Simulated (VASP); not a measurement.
# Nd (Fm-3m) in VASP: single point with PBE

Aim: the single point of Nd with PBE.

All numbers are computed with VASP 6.6.1; they aren't measurements. Logs are shortened: lines on timing, memory, paths and dates and some standing lists are left out, and cuts for length are marked.

### Step 1. The crystal as given

It takes space group Fm-3m (No. 225, cubic). Conventional cell: a = 5.152 Å, b = 5.152 Å, c = 5.152 Å, α = 90.00°, β = 90.00°, γ = 90.00°. Around Nd (site symmetry m-3m) lie 12 Nd at 3.64 Å.

The cell was built by a generator and needn't be a form met in nature.

### Step 2. Single point, PBE, collinear spin, typed start

INCAR

```
SYSTEM = Nd
ALGO = Normal
EDIFF = 1E-7
ENCUT = 520
GGA = PE
ISIF = 2
ISMEAR = 0
ISPIN = 2
LASPH = .TRUE.
LCHARG = .FALSE.
LMAXMIX = 6
LORBIT = 11
LREAL = .FALSE.
LWAVE = .FALSE.
MAGMOM = 3
NBANDS = 17
NELM = 150
PREC = Accurate
SIGMA = 0.05
```

KPOINTS

```
k-points
0
G
  6 6 6
  0 0 0
```

POSCAR

```
Nd
1.0
    0.0000000000      2.5760755239      2.5760755239
    2.5760755239      0.0000000000      2.5760755239
    2.5760755239      2.5760755239      0.0000000000
Nd
1
Direct
    0.0000000000      0.0000000000      0.0000000000
```

Potentials or basis: VASP PAW PBE potentials, release 64 (Nd).

The run is started by

```
cat potpaw_PBE.64/Nd/POTCAR > POTCAR
mpirun -np 1 vasp_std > vasp.out
```

OUTCAR:

```text
SYSTEM = Nd
   EDIFF = 1E-7
   ENCUT = 520
   GGA = PE
   ISIF = 2
   ISMEAR = 0
   ISPIN = 2
   LASPH = .TRUE.
   LORBIT = 11
   LREAL = .FALSE.
   NELM = 150
   PREC = Accurate

 ion  position               nearest neighbor table
   1  0.000  0.000  0.000-

  LATTYP: Found a face centered cubic cell.
 ALAT       =     5.1521510478

  Lattice vectors:

 A1 = (   0.0000000000,   2.5760755239,   2.5760755239)
 A2 = (   2.5760755239,   0.0000000000,   2.5760755239)
 A3 = (   2.5760755239,   2.5760755239,   0.0000000000)

Analysis of symmetry for initial positions (statically):
=====================================================================
 Subroutine PRICEL returns:
 Original cell was already a primitive cell.

 Routine SETGRP: Setting up the symmetry group for a
 face centered cubic supercell.

 Subroutine GETGRP returns: Found 48 space group operations
 (whereof 48 operations were pure point group operations)
 out of a pool of 48 trial point group operations.

The static configuration has the point symmetry O_h .

Analysis of symmetry for dynamics (positions and initial velocities):
=====================================================================
 Subroutine PRICEL returns:
 Original cell was already a primitive cell.

 Routine SETGRP: Setting up the symmetry group for a
 face centered cubic supercell.

 Subroutine GETGRP returns: Found 48 space group operations
 (whereof 48 operations were pure point group operations)
 out of a pool of 48 trial point group operations.

The dynamic configuration has the point symmetry O_h .

Analysis of structural, dynamic, and magnetic symmetry:
=====================================================================
 Subroutine PRICEL returns:
 Original cell was already a primitive cell.

 Routine SETGRP: Setting up the symmetry group for a
 face centered cubic supercell.

 Subroutine GETGRP returns: Found 48 space group operations
 (whereof 48 operations were pure point group operations)
 out of a pool of 48 trial point group operations.

The overall configuration has the point symmetry O_h .

 Subroutine INISYM returns: Found 48 space group operations
 (whereof 48 operations are pure point group operations),
 and found     1 'primitive' translations

----------------------------------------------------------------------------------------

                                     Primitive cell

  volume of cell :      34.1905

  direct lattice vectors                    reciprocal lattice vectors
     0.000000000  2.576075524  2.576075524    -0.194093688  0.194093688  0.194093688
     2.576075524  0.000000000  2.576075524     0.194093688 -0.194093688  0.194093688
     2.576075524  2.576075524  0.000000000     0.194093688  0.194093688 -0.194093688

  length of vectors
     3.643120944  3.643120944  3.643120944     0.336180130  0.336180130  0.336180130

  position of ions in fractional coordinates (direct lattice)
     0.000000000  0.000000000  0.000000000

  ion indices of the primitive-cell ions
   primitive index   ion index
                 1           1

----------------------------------------------------------------------------------------

 KPOINTS: k-points

Automatic generation of k-mesh.
 Grid dimensions read from file:
 generate k-points for:    6    6    6

 Generating k-lattice:

  Cartesian coordinates                     Fractional coordinates (reciprocal lattice)
    -0.032348948  0.032348948  0.032348948     0.166666667  0.000000000  0.000000000
     0.032348948 -0.032348948  0.032348948     0.000000000  0.166666667  0.000000000
     0.032348948  0.032348948 -0.032348948     0.000000000  0.000000000  0.166666667

  Length of vectors
     0.056030022  0.056030022  0.056030022

  Shift w.r.t. Gamma in fractional coordinates (k-lattice)
     0.000000000  0.000000000  0.000000000

 Subroutine IBZKPT returns following result:
 ===========================================

 Found     16 irreducible k-points:

 Following reciprocal coordinates:
            Coordinates               Weight
  0.000000  0.000000  0.000000      1.000000
  0.166667  0.000000  0.000000      8.000000
  0.333333  0.000000  0.000000      8.000000
  0.500000  0.000000  0.000000      4.000000
  0.166667  0.166667  0.000000      6.000000
  0.333333  0.166667  0.000000     24.000000
[... 8 lines left out ...]
 -0.333333  0.333333  0.166667     24.000000
 -0.333333  0.500000  0.166667     12.000000
   k-points           NKPTS =     16   k-points in BZ     NKDIM =     16   number of bands    NBANDS=     17
   number of dos      NEDOS =    301   number of ions     NIONS =      1
   total plane-waves  NPLWV =  21952
   dimension x,y,z NGX =    28 NGY =   28 NGZ =   28
   dimension x,y,z NGXF=    56 NGYF=   56 NGZF=   56
   ions per type =               1
   NGX,Y,Z   is equivalent  to a cutoff of  12.78, 12.78, 12.78 a.u.
   NGXF,Y,Z  is equivalent  to a cutoff of  25.55, 25.55, 25.55 a.u.
 SYSTEM =  Nd
   PREC   = accura    normal or accurate (medium, high low for compatibility)
   ISTART =      0    job   : 0-new  1-cont  2-samecut
   ICHARG =      2    charge: 1-file 2-atom 10-const
   ISPIN  =      2    spin polarized calculation?
   LNONCOLLINEAR =      F non collinear calculations
   LSORBIT =      F    spin-orbit coupling
   LASPH  =      T    aspherical Exc in radial PAW
   ENCUT  =  520.0 eV  38.22 Ry    6.18 a.u.   6.77  6.77  6.77*2*pi/ulx,y,z
   NELM   =    150;   NELMIN=  2; NELMDL= -5     # of ELM steps
   EDIFF  = 0.1E-06   stopping-criterion for ELM
   LREAL  =      F    real-space projection
   EDIFFG = 0.1E-05   stopping-criterion for IOM
   NSW    =      0    number of steps for IOM
   IBRION =     -1    ionic relax: 0-MD 1-quasi-New 2-CG
   NFREE  =      0    steps in history (QN), initial steepest desc. (CG)
   ISIF   =      2    stress and relaxation
   ISYM   =      2    0-nonsym 1-usesym 2-fastsym
   POTIM  = 0.5000    time-step for ionic-motion
   TEBEG  =    0.0;   TEEND  =   0.0 temperature during run
   PSTRESS=    0.0 pullay stress
   NELECT =      14.0000    total number of electrons
   NUPDOWN=      -1.0000    fix difference up-down
   EMIN   =  10.00;   EMAX   =-10.00  energy-range for DOS
   EFERMI =   0.00;   METHOD = LEGACY
   ISMEAR =     0;   SIGMA  =   0.05  broadening in eV -4-tet -1-fermi 0-gaus
   EFERMI_NEDOS =   21; number of points for ismear=-14 and -15
   IALGO  =     38    algorithm
   IMIX   =      4    mixing-type and parameters
     AMIX     =   0.40;   BMIX     =  1.00
     AMIX_MAG =   1.60;   BMIX_MAG =  1.00
  volume/ion in A,a.u.               =      34.19       230.73
  Fermi-wavevector in a.u.,A,eV,Ry     =   1.215670  2.297283 20.107408  1.477853
  Thomas-Fermi vector in A             =   2.351049
   LORBIT       =     11    0 simple, 1 ext, 2 COOP (PROOUT), +10 PAW based schemes
   GGA     = PE    functional components
   LHFCALC =     F    Hartree Fock is set to
   AEXX    =    0.0000 exact exchange contribution
   IVDW    =     0    specifies the selected vdW correction
   LEPSILON=     F    determine dielectric tensor
   LRPA    =     F    only Hartree local field effects (RPA)
 spin polarized calculation
 Gauss-broadening in eV      SIGMA  =   0.05
  energy-cutoff  :      520.00
  volume of cell :       34.19
 maximum number of plane-waves:       941
   NGX = 13   NGY = 13   NGZ = 13

 number of electron      13.9999993 magnetization       4.1946022

 Free energy of the ion-electron system (eV)
  ---------------------------------------------------
  ext. energy  EPLUGINS =         0.00000000
  ---------------------------------------------------
  free energy    TOTEN  =        -6.49912762 eV

  energy without entropy =       -6.49603963  energy(sigma->0) =       -6.49758362

 E-fermi :   4.6197     XC(G=0):  -9.8829

 val. band max:        4.6166328248   @ k =   0.5000   0.0000   0.0000
 cond. band min:       4.6552301947   @ k =   0.1667   0.0000   0.0000
 fundamental gap:      0.0385973699
 Fermi energy:         4.6196867133

 spin component 1

 k-point     1 :       0.0000    0.0000    0.0000
  band No.  band energies     occupation
      1     -32.7037      1.00000
      2     -13.3408      1.00000
      3     -13.3408      1.00000
      4     -13.3408      1.00000
      5       0.5776      1.00000
      6       4.3935      1.00000
[... 9 lines left out ...]
     16       8.7814      0.00000
     17       8.7814      0.00000

 k-point     2 :       0.1667    0.0000    0.0000
  band No.  band energies     occupation
      1     -32.6685      1.00000
      2     -13.6642      1.00000
      3     -13.3798      1.00000
      4     -13.3798      1.00000
      5       1.3419      1.00000
      6       4.2776      1.00000
[... 9 lines left out ...]
     16       8.5686      0.00000
     17       8.5686      0.00000
[... 248 lines left out ...]
      6       3.9658      1.00000
[... 9 lines left out ...]
     16      10.1983      0.00000
     17      12.8315      0.00000

 k-point    16 :      -0.3333    0.5000    0.1667
  band No.  band energies     occupation
      1     -32.5141      1.00000
      2     -14.2889      1.00000
      3     -13.9457      1.00000
      4     -13.7808      1.00000
      5       3.3396      1.00000
      6       3.8736      1.00000
[... 9 lines left out ...]
     16      11.2554      0.00000
     17      12.8921      0.00000
 Fermi energy:         4.6196867133

 spin component 2

 k-point     1 :       0.0000    0.0000    0.0000
  band No.  band energies     occupation
      1     -31.0485      1.00000
      2     -11.9969      1.00000
      3     -11.9969      1.00000
      4     -11.9969      1.00000
      5       1.5577      1.00000
      6       6.2931      0.00000
[... 9 lines left out ...]
     16       9.6225      0.00000
     17       9.6225      0.00000

 k-point     2 :       0.1667    0.0000    0.0000
  band No.  band energies     occupation
      1     -31.0106      1.00000
      2     -12.3397      1.00000
      3     -12.0370      1.00000
      4     -12.0370      1.00000
      5       2.3377      1.00000
      6       5.9855      0.00000
[... 9 lines left out ...]
     16       9.4778      0.00000
     17       9.4778      0.00000
[... 261 lines left out ...]
 k-point    16 :      -0.3333    0.5000    0.1667
  band No.  band energies     occupation
      1     -30.8435      1.00000
      2     -12.9885      1.00000
      3     -12.6311      1.00000
      4     -12.4615      1.00000
      5       4.0395      1.00000
      6       5.1254      0.00000
[... 9 lines left out ...]
     16      12.3805      0.00000
     17      14.0710      0.00000

------------------------ aborting loop because EDIFF is reached ----------------------------------------

  FORCE on cell =-STRESS in cart. coord.  units (eV):
  Direction    XX          YY          ZZ          XY          YZ          ZX
  --------------------------------------------------------------------------------------
  -------------------------------------------------------------------------------------
  Total        0.2155525      0.2155525      0.2155525      0.0000000      0.0000000      0.0000000
  in kB       10.1008503     10.1008503     10.1008503      0.0000000      0.0000000      0.0000000
  external PRESSURE =      10.1008503 kB  Pullay stress =       0.0000000 kB

 VOLUME and BASIS-vectors are now :
 -----------------------------------------------------------------------------
  energy-cutoff  :      520.00
  volume of cell :       34.19
      direct lattice vectors                 reciprocal lattice vectors
     0.000000000  2.576075524  2.576075524    -0.194093688  0.194093688  0.194093688
     2.576075524  0.000000000  2.576075524     0.194093688 -0.194093688  0.194093688
     2.576075524  2.576075524  0.000000000     0.194093688  0.194093688 -0.194093688

 POSITION                                       TOTAL-FORCE (eV/Angst)
 -----------------------------------------------------------------------------------
      0.00000      0.00000      0.00000         0.000000      0.000000      0.000000
 -----------------------------------------------------------------------------------
    total drift:                                0.000000     -0.000000     -0.000000

  FREE ENERGIE OF THE ION-ELECTRON SYSTEM (eV)
  ---------------------------------------------------
  free  energy   TOTEN  =        -6.4991276194 eV

  energy  without entropy=       -6.4960396253  energy(sigma->0) =       -6.49758362

 total charge

# of ion       s       p       d       f       tot
--------------------------------------------------
    1        2.028   5.362   0.557   3.261  11.209

 magnetization (x)

# of ion       s       p       d       f       tot
--------------------------------------------------
    1       -0.005  -0.091   0.250   3.236   3.391
```

It took 67 s on 1 thread of Intel Xeon Platinum 8488C (Sapphire Rapids), shared host; peak memory 0.19 GiB.

What came out:

```
Free energy                                           : -6.4991 eV
Pressure                                              : 1.0 GPa
Band gap on the k mesh                                : none (metal or under the smearing width)
Net moment                                            : 4.19 μB per cell
Site moments                                          : Nd +3.39 μB
Valence electrons inside the program's atomic spheres : Nd 11.21
```

Caveat: the magnetic or orbital state may not be the lowest; spin-orbit coupling is left out, which moves the levels of the heavy elements. The state reached can hang on the start; a lower one may exist.
